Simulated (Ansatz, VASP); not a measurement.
# CsSnI3: VASP beside Ansatz

```
CELL_PARAMETERS angstrom
6.20570 -0.12411 0.00000
-0.12411 6.20570 0.00000
0.00000 0.00000 6.20570
ATOMIC_POSITIONS crystal
Cs 0.00000 0.00000 0.00000
I 0.50000 0.50000 0.00000
I 0.50000 0.00000 0.50000
I 0.00000 0.50000 0.50000
Sn 0.50000 0.50000 0.50000
```

Change from the starting cell: strain = -0.04.

Alike in both runs: task single point; functional PBE; k mesh 4 × 4 × 4; occupations fermi-dirac, width 0.05 eV; no spin polarisation.

|  | VASP | Ansatz |
| --- | --- | --- |
| version | VASP 6.6.1 | Ansatz 0.2.0 |
| potentials or method | VASP PAW PBE potentials, release 64 (Cs_sv, I, Sn_d) | Ansatz PAW |
| plane-wave cutoff (eV) | 520 | 420 |
| valence electrons in the cell | 44 | 74 |

Ansatz gave:

```
gap on the k mesh at the Fermi level (eV)       : 0.27
least direct gap on the mesh (eV)               : 0.27
pressure (GPa)                                  : 0.8
largest component of the traceless stress (GPa) : 0.18
```

Question: Which values does VASP return?

Answer: gap on the k mesh at the Fermi level (eV): 0.26; least direct gap on the mesh (eV): 0.26; pressure (GPa): 0.8; largest component of the traceless stress (GPa): 0.18.

The two sets of potentials don't hold the same shells in valence.

Caveats: spin-orbit coupling is left out, which moves the levels of the heavy elements. A k mesh can miss the band edges.
